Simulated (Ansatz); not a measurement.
**Pb and the effect of the strain (εzz = s)**

```xyz
4
Lattice="3.5244 0.0000 0.0000 -1.7622 3.0522 0.0000 0.0000 0.0000 11.4952" Properties=species:S:1:pos:R:3 pbc="T T T"
Pb    1.7622    1.0174    8.6214
Pb    0.0000    0.0000    5.7476
Pb    0.0000    2.0348    2.8738
Pb    0.0000    0.0000    0.0000
```

This isn't the form of Pb at room conditions, which is fcc.

Kept alike: task single point; functional PBEsol; k mesh 7 × 7 × 2; occupations fermi-dirac, width 0.05 eV; no spin polarisation. Program: Ansatz, Ansatz PAW, cutoff 420 eV. The mesh is that of the run's cell of 4 atoms. No spin-orbit coupling.

```tsv
s	free energy over the lowest row (meV/atom)
-0.04	1.92
-0.02	0.00
-0.01	?
0	5.07
0.01	9.73
0.02	15.56
0.04	30.22
```

The cell shown is the unstrained one; x, y and z are its Cartesian axes; atoms keep their fractions. For a metal such a mesh leaves the last digits unconverged. All rows use potentials made for PBE.

Q: Fit the rows shown and predict the run at -0.01.

A: A least-squares cubic through the rows shown is free energy = -29547 s³ + 6885.3 s² + 401.02 s + 5.048 (largest miss 0.026); at s = -0.01 it gives 1.76 meV/atom. The run gave: free energy over the lowest row 1.76 meV/atom.
